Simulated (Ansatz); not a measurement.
Geometry optimisation, Ansatz, DFT PBE-D3(BJ), scalar-relativistic, plane waves, PAW.

The input (input.yaml):

```yaml
crystal:
  lattice:
    - [5.2991, 0.0, 0.0]
    - [0.0, 5.2991, 0.0]
    - [0.0, 0.0, 20.273425]
  atoms:
    - { symbol: Ca, position: [0.0, 0.0, 0.04932566] }
    - { symbol: F, position: [0.25, 0.75, 0.24536185] }
    - { symbol: F, position: [0.25, 0.25, 0.24536185] }
    - { symbol: Ca, position: [0.0, 0.5, 0.18001645] }
    - { symbol: F, position: [0.25, 0.25, 0.11467105] }
    - { symbol: F, position: [0.25, 0.75, 0.11467105] }
    - { symbol: Ca, position: [0.5, 0.0, 0.18001645] }
    - { symbol: F, position: [0.75, 0.75, 0.11467105] }
    - { symbol: F, position: [0.75, 0.25, 0.11467105] }
    - { symbol: Ca, position: [0.5, 0.5, 0.04932566] }
    - { symbol: F, position: [0.75, 0.25, 0.24536185] }
    - { symbol: F, position: [0.75, 0.75, 0.24536185] }
    - { symbol: Ca, position: [0.0, 0.0, 0.31070724] }
    - { symbol: F, position: [0.25, 0.75, 0.50674343] }
    - { symbol: F, position: [0.25, 0.25, 0.50674343] }
    - { symbol: Ca, position: [0.0, 0.5, 0.44139804] }
    - { symbol: F, position: [0.25, 0.25, 0.37605264] }
    - { symbol: F, position: [0.25, 0.75, 0.37605264] }
    - { symbol: Ca, position: [0.5, 0.0, 0.44139804] }
    - { symbol: F, position: [0.75, 0.75, 0.37605264] }
    - { symbol: F, position: [0.75, 0.25, 0.37605264] }
    - { symbol: Ca, position: [0.5, 0.5, 0.31070724] }
    - { symbol: F, position: [0.75, 0.25, 0.50674343] }
    - { symbol: F, position: [0.75, 0.75, 0.50674343] }
    - { symbol: Ca, position: [0.58333333, 0.41666667, 0.60687452] }
basis:
  ecutwfc: 420.0
kpoints:
  mp_grid: { grid: [3, 3, 1] }
hamiltonian:
  xc: pbe
  dispersion: d3bj
  pseudopotentials: { kind: paw, azcp: { folder: soft_1 } }
scf:
  occupations: { method: gaussian, width: 0.05 }
  lower_state_search: "off"
relax:
  f_tol: 0.03
  max_steps: 60
  adjacent_minimum: "off"
  constraints: [{ sites: [0, 4, 5, 7, 8, 9] }]
output:
  write_density: true
  write_potential: true
  elf: true
  volumetric_format: npy
```

Launched with:

```bash
$ ansatz run input.yaml --threads 4 --pin off --max-ram 10240MiB --backend cpu --events-out ev --progress --plain --runs-dir out
```

**Question.** Where does it end, and by what steps?

**Answer.** The run converged. The force dipped under the threshold on the way, but the program's further checks kept it going. Limits of this set-up: coarse k mesh, slab without dipole correction. After 9 steps the energy has fallen by 4.921 eV; Ca25 moved furthest, 0.83 Å. Joined: F14–Ca25 (3.22 → 2.13 Å).

| step | energy less start (eV) | largest force component (eV/Å) | accepted |
| --- | --- | --- | --- |
| 0 | 0.0000 | 5.528 | yes |
| 1 | -1.7230 | 5.105 | yes |
| 2 | -3.0015 | 3.205 | yes |
| 3 | -3.8533 | 1.815 | yes |
| 4 | -4.4167 | 0.889 | yes |
| 5 | -4.7439 | 0.254 | yes |
| 6 | -4.8984 | 0.115 | yes |
| 7 | -4.9038 | 0.265 | yes |
| 8 | -4.9205 | 0.013 | yes |
| 9 | -4.9205 | 0.013 | yes |

```xyz
25
Lattice="5.2991 0.0000 0.0000 0.0000 5.2991 0.0000 0.0000 0.0000 20.2734" Properties=species:S:1:pos:R:3
Ca 0.000 0.000 1.000
F 1.326 3.973 5.122
F 1.326 1.323 5.121
Ca 0.001 2.649 3.793
F 1.325 1.325 2.325
F 1.325 3.974 2.325
Ca 2.650 -0.001 3.793
F 3.974 3.974 2.325
F 3.974 1.325 2.325
Ca 2.650 2.650 1.000
F 3.977 1.322 5.121
F 3.976 3.974 5.121
Ca 0.003 -0.003 6.587
F 1.341 3.958 10.710
F 1.341 1.334 10.709
Ca 0.003 2.647 9.380
F 1.330 1.323 7.912
F 1.330 3.969 7.913
Ca 2.652 -0.003 9.380
F 3.977 3.969 7.912
F 3.977 1.322 7.915
Ca 2.653 2.646 6.582
F 3.966 1.334 10.710
F 3.965 3.958 10.709
Ca 2.653 2.646 11.746
```

The run took 110 s on 4 threads of Arm Neoverse V1, with other jobs on the host, peak memory 1.6 GiB.
